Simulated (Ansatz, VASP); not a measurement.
**Two plane-wave programs on CaH**

```xyz
2
Lattice="1.8192 1.0503 2.9709 -1.8192 1.0503 2.9709 0.0000 -2.1007 2.9709" Properties=species:S:1:pos:R:3 pbc="T T T"
Ca    0.0000    0.0000    4.4564
H     0.0000    0.0000    0.0000
```

Alike in both runs: functional PBE; k mesh 18 × 18 × 18; occupations gaussian, width 0.1 eV; no spin polarisation.

Ansatz relaxed the structure, and its values are those at the end. VASP's run is a single point on that final structure, the one shown.

|  | VASP | Ansatz |
| --- | --- | --- |
| version | VASP 6.6.1 | Ansatz 0.2.0 |
| potentials or method | VASP PAW PBE potentials, release 64 (Ca_sv, H) | scalar-relativistic, plane waves, PAW |
| plane-wave cutoff (eV) | 520 | 420 |
| valence electrons in the cell | 11 | 11 |

```tsv
	VASP	Ansatz	Ansatz less VASP
gap on the k mesh at the Fermi level (eV)	none	none	-
pressure (GPa)	0.0	0.0	-0.03
```

A gap of «none» marks a metal or a gap that the smearing closes. Ansatz warned: «near_symmetry_operations_not_taken».
